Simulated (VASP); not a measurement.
Wanted: the native input for a VASP 6.6.1 run.

- Task: relaxation of cell and atoms
- Functional: r2SCAN
- Potentials or basis: VASP PAW PBE potentials, release 64 (B, As)
- Cutoff: 600 eV
- k mesh: 10 × 10 × 10
- Occupations: gaussian, width 0.03 eV
- Spin: no spin polarisation
- Further INCAR settings: ALGO = Normal; EDIFF = 1e-06; IBRION = 2; EDIFFG = -0.01; NSW = 90; ISIF = 3

The structure of BAs lies in POSCAR:

```
BAs
1.0
    0.0000000000      2.3885000000      2.3885000000
    2.3885000000      0.0000000000      2.3885000000
    2.3885000000      2.3885000000      0.0000000000
B As
1 1
Direct
    0.0000000000      0.0000000000      0.0000000000
    0.2500000000      0.2500000000      0.2500000000
```

The input as run:

INCAR

```
ALGO = Normal
EDIFF = 1E-6
EDIFFG = -0.01
ENCUT = 600
IBRION = 2
ISIF = 3
ISMEAR = 0
LASPH = T
LCHARG = F
LMIXTAU = T
LREAL = F
LWAVE = F
METAGGA = R2SCAN
NELM = 80
NSW = 90
PREC = Accurate
SIGMA = 0.03
```

KPOINTS

```
k-points
0
Gamma
  10 10 10
```

Potentials or basis: VASP PAW PBE potentials, release 64 (B, As).

Run with:

```sh
$ cat potpaw_PBE.64/B/POTCAR potpaw_PBE.64/As/POTCAR > POTCAR
$ mpirun -np 1 vasp_std > vasp.out
```

It gave:

The relaxed volume is 13.71 Å³/atom. The relaxed cell is a = 3.384 Å, b = 3.384 Å, c = 3.384 Å, α = 60.00°, β = 60.00°, γ = 60.00°, the space group after relaxing (to 0.05 Å) is F-43m (No. 216) and the energy gained by relaxing is 0.2 meV/atom. The ionic steps are 3. The pressure after relaxing is 0.0 GPa and the band gap on the k mesh is 1.38 eV, indirect (least direct gap 3.44 eV).

Caveat: the PAW data sets were made with another functional, which shifts forces and pressure a little.

It took 2.4 min on 1 thread of Intel(R) Xeon(R) Platinum 8259CL CPU @ 2.50GHz (Skylake/Cascade Lake), on a shared host, peak memory 0.18 GiB.
